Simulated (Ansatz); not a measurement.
PtS2: single point with PBE

Crystal: PtS2.

```
Pt S
1.0
     3.54320    0.00000    0.00000
    -1.77160    3.06850    0.00000
     0.00000    0.00000    5.03880
Pt S
1 2
Cartesian
  0.0000 0.0000 0.0000
  1.7716 1.0228 3.8950
  0.0000 2.0457 1.1438
```

```yaml
Program: Ansatz 0.2.0
Task: single point
Functional: PBE
Potentials_or_basis: Ansatz PAW
Cutoff: "420 eV (not typed: the program's choice for these potentials)"
k_mesh: 9 × 9 × 5
Occupations: gaussian, width 0.017 eV
Spin: no spin polarisation
```

The pressure is 11.6 GPa and the largest force is 1.257 eV/Å. The band gap on the k mesh is 1.02 eV, indirect (least direct gap 1.07 eV).

Forces in eV/Å, atoms in the order of the input:
```
Pt   0.000  0.000  0.000
S    0.000  0.000 -1.257
S    0.000  0.000  1.257
```

Stress tensor (GPa, compression positive):
```
12.18  0.00  0.00
 0.00 12.18  0.00
 0.00  0.00 10.42
```

Levels at points of the mesh, in eV from the valence-band top:
| k point | band 13 | band 14 | band 15 | band 16 | band 17 | band 18 |
| --- | --- | --- | --- | --- | --- | --- |
| (0.00, 0.00, 0.00) | -1.15 | -1.15 | -0.13 | 2.46 | 2.46 | 4.77 |

Wall time 0.7 s on 2 threads of AMD EPYC 9R45 96-Core Processor (Zen 5), with other jobs on the host, peak memory 0.41 GiB.

Caveat: odd divisions of the mesh miss points on the zone boundary, where band edges often lie, so the gap on the mesh can be too wide; spin-orbit coupling is left out, which moves the levels of the heavy elements; forces of over 1 eV/Å show positions far from the minimum, so gaps and moduli don't describe the material at rest. PBE gaps usually lie below the measured ones, often by a third to a half.
